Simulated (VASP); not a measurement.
# GaAs (F-43m) in VASP: further runs

The runs below take GaAs through relaxation of cell and atoms, with PBE.

All numbers are computed with VASP 6.6.1; they aren't measurements. Logs are shortened: lines on timing, memory, paths and dates and some standing lists are left out, and cuts for length are marked.

## (1) The crystal as given

It takes space group F-43m (No. 216, cubic). Conventional cell: a = 5.654 Å, b = 5.654 Å, c = 5.654 Å, α = 90.00°, β = 90.00°, γ = 90.00°. As (site symmetry -43m) has 4 Ga at 2.45 Å as nearest neighbours. Around Ga (site symmetry -43m) lie 4 As at 2.45 Å.

## (2) Relaxation of cell and atoms, PBE

The input, INCAR:

```
PREC = Accurate
ENCUT = 900
EDIFF = 1E-6
ISMEAR = -1
SIGMA = 0.05
LREAL = False
LASPH = True
NELM = 60
ALGO = Fast
ISIF = 3
LWAVE = False
LCHARG = False
GGA = PE
IBRION = 2
NSW = 60
EDIFFG = -0.01
```

The input, KPOINTS:

```
Automatic mesh
0
Gamma
  8 8 8
```

The input, POSCAR:

```
GaAs
1.0
    0.0000000000      2.8268500000      2.8268500000
    2.8268500000      0.0000000000      2.8268500000
    2.8268500000      2.8268500000      0.0000000000
As Ga
1 1
Direct
    0.7500000000      0.7500000000      0.7500000000
    0.0000000000      0.0000000000      0.0000000000
```

Potentials or basis: VASP PAW PBE potentials, release 64 (As_GW, Ga_d_GW).

Launch:

```console
$ cat potpaw_PBE.64/As_GW/POTCAR potpaw_PBE.64/Ga_d_GW/POTCAR > POTCAR
$ mpirun -np 1 vasp_std > vasp.out
```

OUTCAR:

```text
PREC = Accurate
   ENCUT = 900
   EDIFF = 1E-6
   ISMEAR = -1
   LREAL = False
   LASPH = True
   NELM = 60
   ISIF = 3
   GGA = PE
   IBRION = 2
   NSW = 60
   EDIFFG = -0.01

 ion  position               nearest neighbor table
   1  0.750  0.750  0.750-   2 2.45   2 2.45   2 2.45   2 2.45
   2  0.000  0.000  0.000-   1 2.45   1 2.45   1 2.45   1 2.45

  LATTYP: Found a face centered cubic cell.
 ALAT       =     5.6537000000

  Lattice vectors:

 A1 = (   0.0000000000,   2.8268500000,   2.8268500000)
 A2 = (   2.8268500000,   0.0000000000,   2.8268500000)
 A3 = (   2.8268500000,   2.8268500000,   0.0000000000)

Analysis of symmetry for initial positions (statically):
=====================================================================
 Subroutine PRICEL returns:
 Original cell was already a primitive cell.

 Routine SETGRP: Setting up the symmetry group for a
 face centered cubic supercell.

 Subroutine GETGRP returns: Found 24 space group operations
 (whereof 24 operations were pure point group operations)
 out of a pool of 48 trial point group operations.

The static configuration has the point symmetry T_d .

Analysis of symmetry for dynamics (positions and initial velocities):
=====================================================================
 Subroutine PRICEL returns:
 Original cell was already a primitive cell.

 Routine SETGRP: Setting up the symmetry group for a
 face centered cubic supercell.

 Subroutine GETGRP returns: Found 24 space group operations
 (whereof 24 operations were pure point group operations)
 out of a pool of 48 trial point group operations.

The dynamic configuration has the point symmetry T_d .

 Subroutine INISYM returns: Found 24 space group operations
 (whereof 24 operations are pure point group operations),
 and found     1 'primitive' translations

----------------------------------------------------------------------------------------

                                     Primitive cell

  volume of cell :      45.1792

  direct lattice vectors                    reciprocal lattice vectors
     0.000000000  2.826850000  2.826850000    -0.176875321  0.176875321  0.176875321
     2.826850000  0.000000000  2.826850000     0.176875321 -0.176875321  0.176875321
     2.826850000  2.826850000  0.000000000     0.176875321  0.176875321 -0.176875321

  length of vectors
     3.997769609  3.997769609  3.997769609     0.306357042  0.306357042  0.306357042

  position of ions in fractional coordinates (direct lattice)
     0.750000000  0.750000000  0.750000000
     0.000000000  0.000000000  0.000000000

  ion indices of the primitive-cell ions
   primitive index   ion index
                 1           1
                 2           2

----------------------------------------------------------------------------------------

 KPOINTS: Automatic mesh

Automatic generation of k-mesh.
 Grid dimensions read from file:
 generate k-points for:    8    8    8

 Generating k-lattice:

  Cartesian coordinates                     Fractional coordinates (reciprocal lattice)
    -0.022109415  0.022109415  0.022109415     0.125000000  0.000000000  0.000000000
     0.022109415 -0.022109415  0.022109415     0.000000000  0.125000000  0.000000000
     0.022109415  0.022109415 -0.022109415     0.000000000  0.000000000  0.125000000

  Length of vectors
     0.038294630  0.038294630  0.038294630

  Shift w.r.t. Gamma in fractional coordinates (k-lattice)
     0.000000000  0.000000000  0.000000000

 Subroutine IBZKPT returns following result:
 ===========================================

 Found     29 irreducible k-points:

 Following reciprocal coordinates:
            Coordinates               Weight
  0.000000  0.000000  0.000000      1.000000
  0.125000  0.000000  0.000000      8.000000
  0.250000  0.000000  0.000000      8.000000
  0.375000  0.000000  0.000000      8.000000
  0.500000  0.000000  0.000000      4.000000
  0.125000  0.125000  0.000000      6.000000
[... 16 lines left out ...]
  0.500000  0.250000  0.125000     48.000000
 -0.375000  0.250000  0.125000     24.000000
 [... further k-points ...]
   k-points           NKPTS =     29   k-points in BZ     NKDIM =     29   number of bands    NBANDS=     13
   number of dos      NEDOS =    301   number of ions     NIONS =      2
   total plane-waves  NPLWV =  64000
   dimension x,y,z NGX =    40 NGY =   40 NGZ =   40
   dimension x,y,z NGXF=    80 NGYF=   80 NGZF=   80
   ions per type =               1   1
   NGX,Y,Z   is equivalent  to a cutoff of  16.63, 16.63, 16.63 a.u.
   NGXF,Y,Z  is equivalent  to a cutoff of  33.27, 33.27, 33.27 a.u.
 SYSTEM =  unknown system
   PREC   = accura    normal or accurate (medium, high low for compatibility)
   ISTART =      0    job   : 0-new  1-cont  2-samecut
   ICHARG =      2    charge: 1-file 2-atom 10-const
   ISPIN  =      1    spin polarized calculation?
   LNONCOLLINEAR =      F non collinear calculations
   LSORBIT =      F    spin-orbit coupling
   LASPH  =      T    aspherical Exc in radial PAW
   ENCUT  =  900.0 eV  66.15 Ry    8.13 a.u.   9.78  9.78  9.78*2*pi/ulx,y,z
   NELM   =     60;   NELMIN=  2; NELMDL= -5     # of ELM steps
   EDIFF  = 0.1E-05   stopping-criterion for ELM
   LREAL  =      F    real-space projection
   EDIFFG = -.1E-01   stopping-criterion for IOM
   NSW    =     60    number of steps for IOM
   IBRION =      2    ionic relax: 0-MD 1-quasi-New 2-CG
   NFREE  =      1    steps in history (QN), initial steepest desc. (CG)
   ISIF   =      3    stress and relaxation
   ISYM   =      2    0-nonsym 1-usesym 2-fastsym
   POTIM  = 0.5000    time-step for ionic-motion
   TEBEG  =    0.0;   TEEND  =   0.0 temperature during run
   PSTRESS=    0.0 pullay stress
   NELECT =      18.0000    total number of electrons
   NUPDOWN=      -1.0000    fix difference up-down
   EMIN   =  10.00;   EMAX   =-10.00  energy-range for DOS
   EFERMI =   0.00;   METHOD = LEGACY
   ISMEAR =    -1;   SIGMA  =   0.05  broadening in eV -4-tet -1-fermi 0-gaus
   EFERMI_NEDOS =   21; number of points for ismear=-14 and -15
   IALGO  =     68    algorithm
   IMIX   =      4    mixing-type and parameters
     AMIX     =   0.40;   BMIX     =  1.00
     AMIX_MAG =   1.60;   BMIX_MAG =  1.00
  volume/ion in A,a.u.               =      22.59       152.44
  Fermi-wavevector in a.u.,A,eV,Ry     =   1.204628  2.276417 19.743799  1.451128
  Thomas-Fermi vector in A             =   2.340347
   LORBIT       =      0    0 simple, 1 ext, 2 COOP (PROOUT), +10 PAW based schemes
   GGA     = PE    functional components
   LHFCALC =     F    Hartree Fock is set to
   AEXX    =    0.0000 exact exchange contribution
   IVDW    =     0    specifies the selected vdW correction
   LEPSILON=     F    determine dielectric tensor
   LRPA    =     F    only Hartree local field effects (RPA)
 conjugate gradient relaxation of ions
 non-spin polarized calculation
 RMM-DIIS sequential band-by-band and
  energy-cutoff  :      900.00
  volume of cell :       45.18
 maximum number of plane-waves:      2788
   NGX = 19   NGY = 19   NGZ = 19

--------------------------------------- Ionic step        1  -------------------------------------------

 number of electron      18.0000004 magnetization

 Free energy of the ion-electron system (eV)
  ---------------------------------------------------
  ext. energy  EPLUGINS =         0.00000000
  ---------------------------------------------------
  free energy    TOTEN  =        -8.24452588 eV

  energy without entropy =       -8.24449898  energy(sigma->0) =       -8.24451243

------------------------ aborting loop because EDIFF is reached ----------------------------------------

  FORCE on cell =-STRESS in cart. coord.  units (eV):
  Direction    XX          YY          ZZ          XY          YZ          ZX
  --------------------------------------------------------------------------------------
  -------------------------------------------------------------------------------------
  Total        0.9557009      0.9557009      0.9557009      0.0000000      0.0000000     -0.0000000
  in kB       33.8917734     33.8917734     33.8917734      0.0000000      0.0000000     -0.0000000
  external PRESSURE =      33.8917734 kB  Pullay stress =       0.0000000 kB
[... 89 lines left out ...]
  FREE ENERGIE OF THE ION-ELECTRON SYSTEM (eV)
  ---------------------------------------------------
  free  energy   TOTEN  =        -8.2679473308 eV

  energy  without entropy=       -8.2675753779  energy(sigma->0) =       -8.26776135

[... ionic steps 4 to 7 ...]

--------------------------------------- Ionic step        8  -------------------------------------------

 number of electron      17.9999997 magnetization

------------------------ aborting loop because EDIFF is reached ----------------------------------------

  FORCE on cell =-STRESS in cart. coord.  units (eV):
  Direction    XX          YY          ZZ          XY          YZ          ZX
  --------------------------------------------------------------------------------------
  -------------------------------------------------------------------------------------
  Total        0.0239075      0.0239075      0.0239075      0.0000000      0.0000000     -0.0000000
  in kB        0.8065771      0.8065771      0.8065771      0.0000000      0.0000000     -0.0000000
  external PRESSURE =       0.8065771 kB  Pullay stress =       0.0000000 kB
[... 57 lines left out ...]
  energy  without entropy=       -8.2675782128  energy(sigma->0) =       -8.26776305

--------------------------------------- Ionic step       10  -------------------------------------------

 number of electron      17.9999997 magnetization

 Free energy of the ion-electron system (eV)
  ---------------------------------------------------
  ext. energy  EPLUGINS =         0.00000000
  ---------------------------------------------------
  free energy    TOTEN  =        -8.26794752 eV

  energy without entropy =       -8.26757906  energy(sigma->0) =       -8.26776329

 E-fermi :   3.5027     XC(G=0):  -9.4483

 val. band max:        3.3951178256   @ k =   0.0000   0.0000   0.0000
 cond. band min:       3.5349662873   @ k =   0.0000   0.0000   0.0000
 fundamental gap:      0.1398484618
 Fermi energy:         3.5026536108

 k-point     1 :       0.0000    0.0000    0.0000
  band No.  band energies     occupation
      1     -11.3141      2.00000
      2     -11.3141      2.00000
      3     -11.3141      2.00000
      4     -11.2464      2.00000
      5     -11.2464      2.00000
      6      -8.9844      2.00000
      7       3.3951      1.79147
      8       3.3951      1.79147
      9       3.3951      1.79147
     10       3.5350      0.68767
     11       7.1087      0.00000
     12       7.1087      0.00000
     13       7.1087      0.00000
[... 353 lines left out ...]
 k-point    24 :      -0.3750    0.2500    0.1250
  band No.  band energies     occupation
      1     -11.3870      2.00000
      2     -11.2931      2.00000
      3     -11.2867      2.00000
      4     -11.2498      2.00000
      5     -11.2433      2.00000
      6      -7.0563      2.00000
      7      -2.8679      2.00000
      8       0.3525      2.00000
      9       1.5880      2.00000
     10       6.2610      0.00000
     11       7.5664      0.00000
     12       9.5649      0.00000
     13      10.8515      0.00000

 [... further k-points ...]
[... 5 lines left out ...]
  --------------------------------------------------------------------------------------
  -------------------------------------------------------------------------------------
  Total        0.0135959      0.0135959      0.0135959     -0.0000000      0.0000000      0.0000000
  in kB        0.4586495      0.4586495      0.4586495     -0.0000000      0.0000000      0.0000000
  external PRESSURE =       0.4586495 kB  Pullay stress =       0.0000000 kB
[... 17 lines left out ...]
  FREE ENERGIE OF THE ION-ELECTRON SYSTEM (eV)
  ---------------------------------------------------
  free  energy   TOTEN  =        -8.2679475230 eV

  energy  without entropy=       -8.2675790554  energy(sigma->0) =       -8.26776329

 reached required accuracy - stopping structural energy minimisation
```

Wall time 5.4 min (1 thread of AMD EPYC 7R13 (Zen 3), shared host); peak memory 0.24 GiB.

Results:

```
Free energy                            : -8.2679 eV
Relaxed volume                         : 23.75 Å³/atom
Relaxed cell                           : a = 4.065 Å, b = 4.065 Å, c = 4.065 Å, α = 60.00°, β = 60.00°, γ = 60.00°
Space group after relaxing (to 0.05 Å) : F-43m (No. 216)
Energy gained by relaxing              : 11.7 meV/atom
Ionic steps                            : 10
Pressure after relaxing                : 0.0 GPa
Band gap on the k mesh                 : 0.14 eV, direct
```

Step by step:
| step | energy change (eV) | largest force (eV/Å) | pressure (GPa) | volume (Å³) |
| --- | --- | --- | --- | --- |
| 1 | 0.0000 | 0.0000 | 3.39 | 45.18 |
| 2 | -0.0206 | 0.0000 | -1.00 | 48.38 |
| 3 | -0.0234 | 0.0000 | 0.08 | 47.51 |
| 4 | -0.0234 | 0.0000 | -0.12 | 47.57 |
| 5 | -0.0234 | 0.0000 | 0.11 | 47.45 |
| 6 | -0.0234 | 0.0000 | -0.27 | 47.51 |
| 7 | -0.0234 | 0.0000 | 0.22 | 47.47 |
| 8 | -0.0234 | 0.0000 | 0.08 | 47.49 |
| 9 | -0.0234 | 0.0000 | -0.08 | 47.50 |
| 10 | -0.0234 | 0.0000 | 0.05 | 47.49 |

Final structure:
```
As Ga
1.0
     0.00000    2.87433    2.87433
     2.87433    0.00000    2.87433
     2.87433    2.87433    0.00000
As Ga
1 1
Direct
  0.75000 0.75000 0.75000
  0.00000 0.00000 0.00000
```

Expect the measured gap to be larger: semilocal functionals such as PBE lack the derivative discontinuity. PBE usually gives volumes a little too large and moduli too small.

## (3) Relaxation of cell and atoms, PBE

INCAR is that of step 2.

KPOINTS is that of step 2.

POSCAR is that of step 2.

Potentials or basis: VASP PAW PBE potentials, release 64 (As, Ga_h).

Launch:

```console
$ cat potpaw_PBE.64/As/POTCAR potpaw_PBE.64/Ga_h/POTCAR > POTCAR
$ mpirun -np 1 vasp_std > vasp.out
```

It took 5.2 min on 1 thread of AMD EPYC 7R13 (Zen 3), shared host; peak memory 0.24 GiB.

It converged, with:

```yaml
Free_energy: -8.2685 eV
Relaxed_volume: 23.75 Å³/atom
Relaxed_cell: a = 4.065 Å, b = 4.065 Å, c = 4.065 Å, α = 60.00°, β = 60.00°, γ = 60.00°
Space_group_after_relaxing_to_0.05_Å: F-43m (No. 216)
Energy_gained_by_relaxing: 11.9 meV/atom
Ionic_steps: 10
Pressure_after_relaxing: 0.0 GPa
Band_gap_on_the_k_mesh: 0.15 eV, direct
```

Step by step:
| step | energy change (eV) | largest force (eV/Å) | pressure (GPa) | volume (Å³) |
| --- | --- | --- | --- | --- |
| 1 | 0.0000 | 0.0000 | 3.38 | 45.18 |
| 2 | -0.0210 | 0.0000 | 0.63 | 48.37 |
| 3 | -0.0136 | 0.0000 | -1.82 | 49.18 |
| 4 | -0.0195 | 0.0000 | -1.14 | 48.57 |
| 5 | -0.0205 | 0.0000 | -1.05 | 48.44 |
| 6 | -0.0236 | 0.0000 | 0.37 | 47.33 |
| 7 | -0.0237 | 0.0000 | -0.12 | 47.54 |
| 8 | -0.0237 | 0.0000 | 0.24 | 47.49 |
| 9 | -0.0237 | 0.0000 | -0.15 | 47.52 |
| 10 | -0.0237 | 0.0000 | 0.00 | 47.50 |

Final structure:
```
As Ga
1.0
     0.00000    2.87446    2.87446
     2.87446    0.00000    2.87446
     2.87446    2.87446    0.00000
As Ga
1 1
Direct
  0.75000 0.75000 0.75000
  0.00000 0.00000 0.00000
```

Levels at points of the mesh, in eV from the valence-band top:
| k point | band 6 | band 7 | band 8 | band 9 | band 10 | band 11 | band 12 | band 13 |
| --- | --- | --- | --- | --- | --- | --- | --- | --- |
| (0.00, 0.00, 0.00) | -12.38 | 0.00 | 0.00 | 0.00 | 0.15 | 3.71 | 3.71 | 3.71 |
| (0.50, 0.00, 0.00) | -10.76 | -6.38 | -1.07 | -1.07 | 0.86 | 4.61 | 4.61 | 7.69 |
| (0.50, 0.50, 0.00) | -10.09 | -6.59 | -2.51 | -2.51 | 1.56 | 1.68 | 9.77 | 9.77 |

Expect the measured gap to be larger: semilocal functionals such as PBE lack the derivative discontinuity. PBE usually gives volumes a little too large and moduli too small.
